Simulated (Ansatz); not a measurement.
ZrO₂ (fluorite)

```xyz
6
Lattice="0.0000 5.1159 5.1159 2.5579 0.0000 2.5579 2.5579 2.5579 0.0000" Properties=species:S:1:pos:R:3 pbc="T T T"
Zr     0.0000     0.0000     0.0000
Zr     0.0000     2.5579     2.5579
O      1.2790     1.2790     1.2790
O      1.2790     3.8369     3.8369
O      3.8369     3.8369     3.8369
O      3.8369     6.3948     6.3948
```

In each cell atom 1 (Zr, nearest neighbour O at 2.215 Å; its periodic images, 3.6 Å or more away, move with it) moves by s·(1.000, 0.000, 0.000) (along Cartesian x), the rest being held.

Computed with PBE (plane waves to 420 eV, PAW, scalar-relativistic; Ansatz, an electronic-structure program). k mesh 9×9×9 (Γ-centred), Fermi-Dirac smearing 0.05 eV. The energy includes the smearing's −TS. This is a high-temperature form of ZrO2. ZrO2 is run without spin polarisation. ZrO2 was relaxed with its symmetry unable to fall. The zero of ΔE is the undisplaced structure.

```csv
s (Å),ΔE (meV/cell)
-0.220,218.5
-0.176,136.0
-0.132,74.8
-0.088,withheld
-0.044,8.1
0.000,0.0
0.044,8.1
0.088,withheld
0.132,74.8
0.176,136.0
0.220,218.5
```

**Question.** Fit an even polynomial form (powers 2, 4) to the given rows and predict ΔE at s = 0.088.

**Answer.** Least squares on the 9 given rows: ΔE = (4169)·s² + (7135)·s⁴, in meV/cell with s in Å; root-mean-square residual 0.01 meV/cell. At 0.088 the fit gives 32.7 meV/cell; the calculation gives 32.7 meV/cell, the same to the digits shown. The quadratic term alone would give 32.3 meV/cell.

(A displaced cell: forces are minus the slopes of the energy, force constants its curvatures, and phonons follow from these.)
